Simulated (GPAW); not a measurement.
# BN (F-43m) in GPAW: a series of runs

One crystal, BN, is run at these levels: PBE, RPBE, TASK, BLYP; tasks: dielectric tensor, band structure, equation of state.

Program: GPAW 26.7.0. These are calculated values, not measurements. Logs are shortened: lines on timing, memory, paths and dates and some standing lists are left out, and cuts for length are marked. The log counts tension as positive stress, the text compression.

**Experimental background.**

A printed reference work, monograph reports, for a bulk crystal of BN at 300 K: band gap 6.4 eV (indirect).

From “Effect of nanostructuration on compressibility of cubic BN”, 2012, arxiv:1208.3664, for a bulk crystal of BN at 300 K: bulk modulus 395 ± 2 GPa.

How close the calculation comes is told below.

### Step 1. Starting point

Symmetry: F-43m, No. 216, cubic system. Conventional cell: a = 3.626 Å, b = 3.626 Å, c = 3.626 Å, α = 90.00°, β = 90.00°, γ = 90.00°. N (site symmetry -43m) is surrounded by 4 B at 1.57 Å. B (site symmetry -43m) has 4 N at 1.57 Å as nearest neighbours.

The cell is a database's computed one.

### Step 2. Dielectric tensor, PBE

File run.py:

```python
import numpy as np
from ase import Atoms
from ase.dft.bandgap import bandgap
from ase.io import write
from gpaw import GPAW, PW
from gpaw.response.df import DielectricFunction

atoms = Atoms(['N', 'B'],
              cell=[[0.0, 1.813001, 1.813001],
                    [1.813001, 0.0, 1.813001],
                    [1.813001, 1.813001, 0.0]],
              scaled_positions=[[0.25, 0.25, 0.25],
                                [0.0, 0.0, 0.0]],
              pbc=True)

calc = GPAW(mode=PW(600),
            xc='PBE',
            kpts={'size': (10, 10, 10), 'gamma': True},
            occupations={'name': 'fermi-dirac', 'width': 0.001},
            nbands=11,
            convergence={'density': 1e-06},
            maxiter=150,
            txt='gpaw.txt')
atoms.calc = calc
energy = atoms.get_potential_energy()
calc.write('gs.gpw')
write('result.traj', atoms)
print(f'Energy: {energy:.6f} eV')
print('Fermi level:', round(calc.get_fermi_level(), 4), 'eV')
print(f'Gap: {bandgap(calc)[0]:.4f} eV, direct: {bandgap(calc, direct=True)[0]:.4f} eV')

for size in [(32, 32, 32)]:
    name = 'x'.join(str(n) for n in size)
    dense = calc.fixed_density(kpts={'size': size, 'gamma': True},
                               nbands=30, convergence={'bands': 24, 'eigenstates': 1e-7},
                               update_fermi_level=True, txt=f'dense-{name}.txt')
    dense.write(f'{name}.gpw', mode='all')
    df = DielectricFunction(f'{name}.gpw', frequencies=np.array([0.0]), hilbert=False, eta=0.001,
                            ecut=80, nbands=24, intraband=False, txt=f'df-{name}.txt')
    for xc in ['RPA']:
        for direction in ['x', 'y', 'z', [0, 1, 1], [1, 0, 1], [1, 1, 0]]:
            e0, e = df.get_macroscopic_dielectric_constant(xc=xc, direction=direction)
            print(f'{name} {xc} {direction}: {e0:.4f} without, {e:.4f} with local fields')
```

Potentials or basis: GPAW PAW data sets (gpaw-data 1.2.1), pw.

Started as:

```console
$ OMP_NUM_THREADS=1 python run.py
```

gpaw.txt:

```text
__  _  _
 | _ |_)|_||  |
 |__||  | ||/\| - 26.7.0

Input parameters:
  mode=PW(ecut=600.0),
  convergence={'density': 1e-06},
  kpts=MonkhorstPack(size=(10, 10, 10), gamma=True),
  maxiter=150,
  nbands=11,
  occupations=Occupations(name='fermi-dirac', width=0.001),
  xc=XC(name='PBE')

Diagonalizing LCAO Hamiltonian
Converting LCAO to pw mode

          N
       B

Atoms  # Å, Bohr magnetons
|   | symbol |        x |        y |        z |    initial magnetic moments |
|---|--------|----------|----------|----------|-----------------------------|
| 0 |      N | 0.906501 | 0.906501 | 0.906501 | ( 0.0000,  0.0000,  0.0000) |
| 1 |      B | 0.000000 | 0.000000 | 0.000000 | ( 0.0000,  0.0000,  0.0000) |

Unit cell  # Å
| periodic |        x |        y |        z |  lengths |    angles |
|----------|----------|----------|----------|----------|-----------|
|      yes | 0.000000 | 1.813001 | 1.813001 | 2.563971 | 60.000000 |
|      yes | 1.813001 | 0.000000 | 1.813001 | 2.563971 | 60.000000 |
|      yes | 1.813001 | 1.813001 | 0.000000 | 2.563971 | 60.000000 |

Number of symmetries: 24
Symmetry operations  # r_c * U_cc + t_c -> r_c
|    | kind |            matrix            |
|----|------|------------------------------|
|  0 |  E   |  1, 0, 0,  0, 1, 0,  0, 0, 1 |
|  1 |  σ   |  1, 0, 0,  0, 0, 1,  0, 1, 0 |
|  2 |  σ   |  1, 0,-1,  0, 1,-1,  0, 0,-1 |
|  3 |  C3  |  1, 0,-1,  0, 0,-1,  0, 1,-1 |
|  4 |  C3  |  1,-1, 0,  0,-1, 1,  0,-1, 0 |
|  5 |  σ   |  1,-1, 0,  0,-1, 0,  0,-1, 1 |
|  6 |  σ   |  0, 1, 0,  1, 0, 0,  0, 0, 1 |
|  7 |  C3  |  0, 1, 0,  0, 0, 1,  1, 0, 0 |
|  8 |  C2  |  0, 1,-1,  1, 0,-1,  0, 0,-1 |
|  9 |  S4  |  0, 1,-1,  0, 0,-1,  1, 0,-1 |
| 10 |  C3  |  0, 0, 1,  1, 0, 0,  0, 1, 0 |
| 11 |  σ   |  0, 0, 1,  0, 1, 0,  1, 0, 0 |
| 12 |  S4  |  0, 0,-1,  1, 0,-1,  0, 1,-1 |
| 13 |  C3  |  0, 0,-1,  0, 1,-1,  1, 0,-1 |
| 14 |  S4  |  0,-1, 1,  1,-1, 0,  0,-1, 0 |
| 15 |  C2  |  0,-1, 1,  0,-1, 0,  1,-1, 0 |
| 16 |  C3  |  0,-1, 0,  1,-1, 0,  0,-1, 1 |
| 17 |  S4  |  0,-1, 0,  0,-1, 1,  1,-1, 0 |
| 18 |  S4  | -1, 1, 0, -1, 0, 1, -1, 0, 0 |
| 19 |  C3  | -1, 1, 0, -1, 0, 0, -1, 0, 1 |
| 20 |  C3  | -1, 0, 1, -1, 1, 0, -1, 0, 0 |
| 21 |  S4  | -1, 0, 1, -1, 0, 0, -1, 1, 0 |
| 22 |  σ   | -1, 0, 0, -1, 1, 0, -1, 0, 1 |
| 23 |  C2  | -1, 0, 0, -1, 0, 1, -1, 1, 0 |

BZ-sampling:
  Number of BZ points: 1000
  Number of IBZ points: 47

  Monkhorst-Pack size: [10, 10, 10]
  Monkhorst-Pack shift: [0.05, 0.05, 0.05]

K-points  # in reciprocal-cell coordinates
|     |                                coordinates |     weight |
|-----|--------------------------------------------|------------|
|   0 | (  0.00000000,   0.00000000,   0.00000000) | 0.00100000 |
|   1 | (  0.10000000,   0.10000000,   0.00000000) | 0.00600000 |
|   2 | (  0.10000000,   0.10000000,   0.10000000) | 0.00800000 |
|   3 | (  0.20000000,   0.10000000,   0.10000000) | 0.01200000 |
|   4 | (  0.20000000,   0.20000000,   0.00000000) | 0.00600000 |
|   5 | (  0.20000000,   0.20000000,   0.10000000) | 0.02400000 |
|   6 | (  0.20000000,   0.20000000,   0.20000000) | 0.00800000 |
|   7 | (  0.30000000,   0.20000000,   0.10000000) | 0.02400000 |
|   8 | (  0.30000000,   0.20000000,   0.20000000) | 0.02400000 |
|   9 | (  0.30000000,   0.30000000,   0.00000000) | 0.00600000 |
| ... |                                            |            |
|  46 | (  0.50000000,   0.50000000,   0.50000000) | 0.00400000 |

Plane wave coefficients: 411
Cutoff: 600.0 eV

Spin-components: 1 (collinear spins)
Bands:           11
Projectors:      10
Spin-degeneracy: 2
Datatype:        complex128

Parallelization:
  kpt:    1
  domain: 1
  band:   1

Density:
  Valence electrons: 8.0
  Components: 1
  Grid points: [15 15 15]
  Charge: 0.0  # |e|

Potential:
  Grid points: [15 15 15]

species:
  N:
    name:    Nitrogen
    Z:       7.0
    valence: 5
    core:    2
    charge:  0.0  # [|e|]
    compensation charges:
      type: gauss
      rc: 0.18  # [Å]
      lmax: 2
    cutoffs:
      filter: 1.11  # [Å]
      core: 0.96  # [Å]
    projectors
    | kind |    occ | energy [eV] | rcut [Å] |
    |------|--------|-------------|----------|
    |   2s |  2.000 |     -18.583 |    0.603 |
    |   2p |  3.000 |      -7.089 |    0.529 |
    |    s |        |       8.629 |    0.603 |
    |    p |        |      20.123 |    0.529 |
    |    d |        |       0.000 |    0.577 |

    Using partial waves for N as LCAO basis

  B:
    name:    Boron
    Z:       5.0
    valence: 3
    core:    2
    charge:  0.0  # [|e|]
    compensation charges:
      type: gauss
      rc: 0.20  # [Å]
      lmax: 2
    cutoffs:
      filter: 1.14  # [Å]
      core: 1.38  # [Å]
    projectors
    | kind |    occ | energy [eV] | rcut [Å] |
    |------|--------|-------------|----------|
    |   2s |  2.000 |      -9.443 |    0.635 |
    |   2p |  1.000 |      -3.606 |    0.635 |
    |    s |        |      17.768 |    0.635 |
    |    p |        |      23.605 |    0.635 |
    |    d |        |       0.000 |    0.635 |

    Using partial waves for B as LCAO basis

Reference energy: -2151.211071  # eV

eigensolver:
  PPCG
  Converge bands: occupied
  niter=2

density mixing:
  MSR1-Mixer
  Pratt-step length: 0.05
  Maximum mixing coefficient: 0.75
  Old densities: 10
  SVD Regularization: 0.005
  Good broyden scale: 1.0
  Trust region scale: 1.0
  Backstep threshold: 4.0
  History deletion threshold: 6.0
  Fourier metric: weight=20.0, sigma=0.015

occupation numbers:
  Fermi-Dirac:
    width: 0.0010  # eV

poisson solver:
  ecut: 4800.0  # eV

xc functional:
  name: PBE with 2 nearest neighbor stencil

convergence criteria:
- Maximum integral of absolute [dens]ity change: 1e-06 electrons / valence electron
- Maximum [total energy] change in last 3 cyles: 0.0005 eV / valence electron
- Maximum integral of absolute [eigenst]ate change: 4e-08 eV^2 / valence electron
maximum number of iterations: 150

SCF iterations
|iter     | |      energy | eigst |  dens |
|---------|-|-------------|-------|-------|
|iter:   1| |  -18.114678 | +0.06 |       |
|iter:   2| |  -17.949524 | -2.14 | -0.75 |
|iter:   3| |  -17.329988 | -1.41 | -0.79 |
|iter:   4| |  -17.322454 | -3.00 | -1.38 |
|iter:   5| |  -17.322092 | -3.51 | -1.83 |
|iter:   6| |  -17.322154c| -5.49 | -2.59 |
|iter:   7| |  -17.322154c| -7.16 | -3.56 |
|iter:   8| |  -17.322154c| -8.93c| -4.30 |
|iter:   9| |  -17.322154c| -8.84c| -5.42 |
|iter:  10| |  -17.322154c| -9.89c| -6.12c|

Converged in 10 steps
Energy contributions relative to reference atoms: (reference = -2151.211071)

Energy contributions:
  Kinetic:          14.595342
  Coulomb:         -13.806172
  Zero:              0.000263
  External:          0.000000
  Xc:              -18.111587
  Entropy:          -0.000000
  Spinorbit:         0.000000
  ----------------------------
  Free energy:     -17.322154
  Extrapolated:    -17.322154

dipole moment: (-7.320902, -7.320902, -7.320902)  # |e|*Ang

Fermi level: 12.171
Eigenvalues  # (at kpt = [0.000, 0.000, 0.000])
| band index |      eig [eV] | occ [0-2] |
|------------|---------------|-----------|
|          0 |       -10.185 |     2.000 |
|          1 |         9.961 |     2.000 |
|          2 |         9.961 |     2.000 |
|          3 |         9.962 |     2.000 |
|          4 |        18.744 |     0.000 |
|          5 |        18.744 |     0.000 |
|          6 |        18.744 |     0.000 |
|          7 |        20.144 |     0.000 |
|          8 |        34.548 |     0.000 |
|          9 |        37.736 |     0.000 |
|         10 |        37.892 |     0.000 |

Gap: 4.445 eV
Transition (v -> c):
  (s=0, k=0, n=3, [0.00, 0.00, 0.00]) -> (s=0, k=41, n=4, [0.50, 0.50, 0.00])
Direct/indirect transitions are different
Direct gap: 8.782 eV
Transition at: (s=0, k=0, n=3, [0.00, 0.00, 0.00])
# Writing to gs.gpw (mode='')
```

Wall time 7.1 min (1 thread of Intel Xeon at 2.50GHz (Skylake/Cascade Lake), shared host); peak memory 0.56 GiB.

Results:

| Quantity | Value |
| --- | --- |
| Free energy | -17.3222 eV |
| Band gap on the k mesh | 4.44 eV, indirect (least direct gap 8.78 eV) |
| Electronic dielectric tensor (diagonal) | 4.52 |

Electronic dielectric tensor:
```
4.52 0.00 0.00
0.00 4.52 0.00
0.00 0.00 4.52
```

Caveat: the long-wavelength limit can be off by a per cent or two.

### Step 3. Dielectric tensor, RPBE

Edit run.py of step 2 so:

```diff
@@ -16,3 +16,3 @@
 calc = GPAW(mode=PW(600),
-            xc='PBE',
+            xc='RPBE',
             kpts={'size': (10, 10, 10), 'gamma': True},
```

Potentials or basis: the program's PAW data sets (release 1.2.1) made for this functional, pw.

Started as:

```console
$ OMP_NUM_THREADS=1 python run.py
```

gpaw.txt:

```text
__  _  _
 | _ |_)|_||  |
 |__||  | ||/\| - 26.7.0

Input parameters:
  mode=PW(ecut=600.0),
  convergence={'density': 1e-06},
  kpts=MonkhorstPack(size=(10, 10, 10), gamma=True),
  maxiter=150,
  nbands=11,
  occupations=Occupations(name='fermi-dirac', width=0.001),
  xc=XC(name='RPBE')

Diagonalizing LCAO Hamiltonian
Converting LCAO to pw mode

          N
       B

Atoms  # Å, Bohr magnetons
|   | symbol |        x |        y |        z |    initial magnetic moments |
|---|--------|----------|----------|----------|-----------------------------|
| 0 |      N | 0.906501 | 0.906501 | 0.906501 | ( 0.0000,  0.0000,  0.0000) |
| 1 |      B | 0.000000 | 0.000000 | 0.000000 | ( 0.0000,  0.0000,  0.0000) |

Unit cell  # Å
| periodic |        x |        y |        z |  lengths |    angles |
|----------|----------|----------|----------|----------|-----------|
|      yes | 0.000000 | 1.813001 | 1.813001 | 2.563971 | 60.000000 |
|      yes | 1.813001 | 0.000000 | 1.813001 | 2.563971 | 60.000000 |
|      yes | 1.813001 | 1.813001 | 0.000000 | 2.563971 | 60.000000 |

Number of symmetries: 24
Symmetry operations  # r_c * U_cc + t_c -> r_c
|    | kind |            matrix            |
|----|------|------------------------------|
|  0 |  E   |  1, 0, 0,  0, 1, 0,  0, 0, 1 |
|  1 |  σ   |  1, 0, 0,  0, 0, 1,  0, 1, 0 |
|  2 |  σ   |  1, 0,-1,  0, 1,-1,  0, 0,-1 |
|  3 |  C3  |  1, 0,-1,  0, 0,-1,  0, 1,-1 |
|  4 |  C3  |  1,-1, 0,  0,-1, 1,  0,-1, 0 |
|  5 |  σ   |  1,-1, 0,  0,-1, 0,  0,-1, 1 |
|  6 |  σ   |  0, 1, 0,  1, 0, 0,  0, 0, 1 |
|  7 |  C3  |  0, 1, 0,  0, 0, 1,  1, 0, 0 |
|  8 |  C2  |  0, 1,-1,  1, 0,-1,  0, 0,-1 |
|  9 |  S4  |  0, 1,-1,  0, 0,-1,  1, 0,-1 |
| 10 |  C3  |  0, 0, 1,  1, 0, 0,  0, 1, 0 |
| 11 |  σ   |  0, 0, 1,  0, 1, 0,  1, 0, 0 |
| 12 |  S4  |  0, 0,-1,  1, 0,-1,  0, 1,-1 |
| 13 |  C3  |  0, 0,-1,  0, 1,-1,  1, 0,-1 |
| 14 |  S4  |  0,-1, 1,  1,-1, 0,  0,-1, 0 |
| 15 |  C2  |  0,-1, 1,  0,-1, 0,  1,-1, 0 |
| 16 |  C3  |  0,-1, 0,  1,-1, 0,  0,-1, 1 |
| 17 |  S4  |  0,-1, 0,  0,-1, 1,  1,-1, 0 |
| 18 |  S4  | -1, 1, 0, -1, 0, 1, -1, 0, 0 |
| 19 |  C3  | -1, 1, 0, -1, 0, 0, -1, 0, 1 |
| 20 |  C3  | -1, 0, 1, -1, 1, 0, -1, 0, 0 |
| 21 |  S4  | -1, 0, 1, -1, 0, 0, -1, 1, 0 |
| 22 |  σ   | -1, 0, 0, -1, 1, 0, -1, 0, 1 |
| 23 |  C2  | -1, 0, 0, -1, 0, 1, -1, 1, 0 |

BZ-sampling:
  Number of BZ points: 1000
  Number of IBZ points: 47

  Monkhorst-Pack size: [10, 10, 10]
  Monkhorst-Pack shift: [0.05, 0.05, 0.05]

K-points  # in reciprocal-cell coordinates
|     |                                coordinates |     weight |
|-----|--------------------------------------------|------------|
|   0 | (  0.00000000,   0.00000000,   0.00000000) | 0.00100000 |
[... 68 lines left out ...]
      rc: 0.20  # [Å]
      lmax: 2
    cutoffs:
      filter: 1.14  # [Å]
      core: 1.38  # [Å]
    projectors
    | kind |    occ | energy [eV] | rcut [Å] |
    |------|--------|-------------|----------|
    |   2s |  2.000 |      -9.489 |    0.635 |
    |   2p |  1.000 |      -3.587 |    0.635 |
    |    s |        |      17.723 |    0.635 |
    |    p |        |      23.625 |    0.635 |
    |    d |        |       0.000 |    0.635 |

    Using partial waves for B as LCAO basis

Reference energy: -2154.630243  # eV

eigensolver:
  PPCG
  Converge bands: occupied
  niter=2

density mixing:
  MSR1-Mixer
  Pratt-step length: 0.05
  Maximum mixing coefficient: 0.75
  Old densities: 10
  SVD Regularization: 0.005
  Good broyden scale: 1.0
  Trust region scale: 1.0
  Backstep threshold: 4.0
  History deletion threshold: 6.0
  Fourier metric: weight=20.0, sigma=0.015

occupation numbers:
  Fermi-Dirac:
    width: 0.0010  # eV

poisson solver:
  ecut: 4800.0  # eV

xc functional:
  name: RPBE with 2 nearest neighbor stencil

convergence criteria:
- Maximum integral of absolute [dens]ity change: 1e-06 electrons / valence electron
- Maximum [total energy] change in last 3 cyles: 0.0005 eV / valence electron
- Maximum integral of absolute [eigenst]ate change: 4e-08 eV^2 / valence electron
maximum number of iterations: 150

SCF iterations
|iter     | |      energy | eigst |  dens |
|---------|-|-------------|-------|-------|
|iter:   1| |  -17.146382 | +0.06 |       |
|iter:   2| |  -16.987525 | -2.17 | -0.75 |
|iter:   3| |  -16.406591 | -1.42 | -0.79 |
|iter:   4| |  -16.404806 | -3.02 | -1.38 |
|iter:   5| |  -16.405575c| -3.48 | -1.82 |
|iter:   6| |  -16.405684c| -5.35 | -2.60 |
|iter:   7| |  -16.405685c| -6.97 | -3.48 |
|iter:   8| |  -16.405685c| -8.40c| -4.20 |
|iter:   9| |  -16.405685c| -8.08c| -5.15 |
|iter:  10| |  -16.405685c| -9.07c| -5.82 |
|iter:  11| |  -16.405685c|-10.79c| -6.65c|

Converged in 11 steps
Energy contributions relative to reference atoms: (reference = -2154.630243)

Energy contributions:
  Kinetic:          15.077325
  Coulomb:         -14.205691
  Zero:              0.000952
  External:          0.000000
  Xc:              -17.278271
  Entropy:          -0.000000
  Spinorbit:         0.000000
  ----------------------------
  Free energy:     -16.405685
  Extrapolated:    -16.405685

dipole moment: (-7.316612, -7.316612, -7.316612)  # |e|*Ang

Fermi level: 12.301
Eigenvalues  # (at kpt = [0.000, 0.000, 0.000])
| band index |      eig [eV] | occ [0-2] |
|------------|---------------|-----------|
|          0 |       -10.135 |     2.000 |
|          1 |        10.077 |     2.000 |
|          2 |        10.077 |     2.000 |
|          3 |        10.077 |     2.000 |
|          4 |        18.920 |     0.000 |
|          5 |        18.920 |     0.000 |
|          6 |        18.920 |     0.000 |
|          7 |        20.255 |     0.000 |
|          8 |        34.804 |     0.000 |
|          9 |        37.797 |     0.000 |
|         10 |        37.837 |     0.000 |

Gap: 4.479 eV
Transition (v -> c):
  (s=0, k=0, n=3, [0.00, 0.00, 0.00]) -> (s=0, k=41, n=4, [0.50, 0.50, 0.00])
Direct/indirect transitions are different
Direct gap: 8.843 eV
Transition at: (s=0, k=0, n=3, [0.00, 0.00, 0.00])
# Writing to gs.gpw (mode='')
```

df-32x32x32.txt:

```text
FrequencyGridDescriptor(from 0.000 to 0.000 eV, 1 points)
FrequencyGridDescriptor(from 0.000 to 0.000 eV, 1 points)

Calculating chi0 body with:
    Ground state adapter containing:
    Number of spins: 1
    Number of kpoints: 32768
    Number of irreducible kpoints: 897
    Number of completely occupied states: 4
    Number of partially occupied states: 4

    Linear response parametrization:
    q_c: [0.0, 0.0, 0.0]
    Number of frequency points: 1
    Planewave cutoff: 80.0
    Number of bands: 24
    Number of planewaves: 15
    Broadening (eta): 0.001

Integrating chi0 body.

Symmetries of q_c:
    Direct symmetries (Uq -> q): 24
    Indirect symmetries (TUq -> q): 24
In total 48 allowed symmetries.

Integral kind: response function

Calculating chi0 optical extensions with:
    Ground state adapter containing:
    Number of spins: 1
    Number of kpoints: 32768
    Number of irreducible kpoints: 897
    Number of completely occupied states: 4
    Number of partially occupied states: 4

    Linear response parametrization:
    Number of frequency points: 1
    Planewave cutoff: 80.0
    Number of bands: 24
    Number of planewaves: 15
    Broadening (eta): 0.001
Integrating chi0 head and wings.

Symmetries of q_c:
    Direct symmetries (Uq -> q): 24
    Indirect symmetries (TUq -> q): 24
In total 48 allowed symmetries.

Integral kind: response function wings

Finished calculating chi0
```

Run time: 6.1 min. Hardware: 1 thread of Intel Xeon at 2.50GHz (Skylake/Cascade Lake), shared host; peak memory 0.56 GiB.

Results:

- Free energy: -16.4057 eV
- Band gap on the k mesh: 4.48 eV, indirect (least direct gap 8.84 eV)
- Electronic dielectric tensor (diagonal): 4.50

Electronic dielectric tensor:
```
4.50 0.00 0.00
0.00 4.50 0.00
0.00 0.00 4.50
```

Caveat: the long-wavelength limit can be off by a per cent or two.

[end of part 1 of 2]
